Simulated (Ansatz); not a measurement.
**Formation energy of BN**

Level of theory: DFT, r²SCAN, scalar-relativistic, no spin polarisation; plane waves to 500 eV with PAW datasets (Ansatz 0.2.0), 12×12×12 k-mesh, Gaussian smearing of 0.05 eV. The datasets are Ansatz's generated set soft_2.

The chain of runs began from a cell as deposited in COD, expanded in volume.

The structure is cubic, space group F-43m (No. 216). The conventional cell has a = 3.610 Å, b = 3.610 Å, c = 3.610 Å, α = 90.00°, β = 90.00°, γ = 90.00°. Around B (site symmetry -43m) lie 4 N at 1.56 Å. N (site symmetry -43m) has 4 B at 1.56 Å as nearest neighbours. (Shells end 15 % past the nearest neighbour.)

The elements were computed in their standard states (gases as isolated molecules) with the same datasets, cutoff and functional. Absolute energies hang on the potentials; compare differences alone.

Energy of the relaxed cell (2 atoms, smearing extrapolated to zero): -544.007 eV. Elements, in eV/atom: B -156.554, N -384.812.

**Question.** What is the formation energy?

**Answer.** [-544.007 − (1 × -156.554 + 1 × -384.812)] / 2 = -1.32 eV/atom, or -127 kJ per mole of atoms.

The value is for 0 K, without zero-point energy and without any correction for the binding of gas molecules. The functional's error in the binding of N₂ enters directly. A negative value shows stability against the elements alone, not against other compounds or structures.

